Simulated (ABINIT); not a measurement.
Here is an ABINIT 10.8.3 (patched build) calculation.

Contents of run.abi:

```
# Datasets: ground state, then fixed potential
ndtset 2

# Pseudopotentials
pp_dirpath "./"
pseudos "Ru_sc.hgh"

# Structure
acell 5.113220948 5.1132209481 8.091618293
rprim
     1.0000000000     0.0000000000     0.0000000000
    -0.5000000000     0.8660254038     0.0000000000
     0.0000000000     0.0000000000     1.0000000000
ntypat 1
znucl 44
natom 2
typat 1 1
xred
     0.6666666667     0.3333333333     0.7500000000
     0.3333333333     0.6666666667     0.2500000000

# Plane-wave basis
ecut 28.0

# Exchange and correlation
ixc 7

# Bands and occupations
occopt 3
tsmear 0.05 eV

# SCF cycle
nstep 100

# Output
iomode 3
prtwf 0
prteig 0
prtebands 0
prtden1 1

# Dataset 1
kptopt1 1
ngkpt1 11 11 6
nshiftk1 1
shiftk1 0.0 0.0 0.0
nband1 20
tolvrs1 1.0e-10

# Dataset 2: bands along G-M-K-G-A-L-H-A
iscf2 -2
getden2 1
nband2 24
nbdbuf2 2
tolwfr2 1.0e-12
kptopt2 -7
ndivsm2 5
prteig2 1
kptbounds2
     0.0000000000     0.0000000000     0.0000000000
     0.5000000000     0.0000000000     0.0000000000
     0.3333333333     0.3333333333     0.0000000000
     0.0000000000     0.0000000000     0.0000000000
     0.0000000000     0.0000000000     0.5000000000
     0.5000000000     0.0000000000     0.5000000000
     0.3333333333     0.3333333333     0.5000000000
     0.0000000000     0.0000000000     0.5000000000
```

Potentials or basis: HGH LDA semicore.

Run with:

```bash
$ abinit run.abi > log 2>&1
```

What does it give for the band gap on the k mesh?

None (metal or under the smearing width).

Levels at the corners of the path, in eV from the Fermi level:
```csv
point,band 13,band 14,band 15,band 16,band 17,band 18,band 19,band 20
Γ,-2.39,-1.87,-1.87,-1.34,-1.34,1.28,1.28,1.33
M,-2.03,-1.76,-1.48,1.52,1.95,2.03,4.18,6.23
K,-2.80,-2.80,-1.02,1.10,1.10,1.54,7.19,7.34
Γ,-2.39,-1.87,-1.87,-1.34,-1.34,1.28,1.28,1.33
A,-2.73,-2.73,-2.68,-2.68,0.62,0.62,0.62,0.62
L,-1.00,-1.00,0.51,0.51,1.78,1.78,3.47,3.47
H,-2.67,-2.67,-1.13,-1.13,1.32,1.32,8.57,8.57
A,-2.73,-2.73,-2.68,-2.68,0.62,0.62,0.62,0.62
```

Caveat: HGH potentials are hard and often keep d shells in the core, so these values are rough.
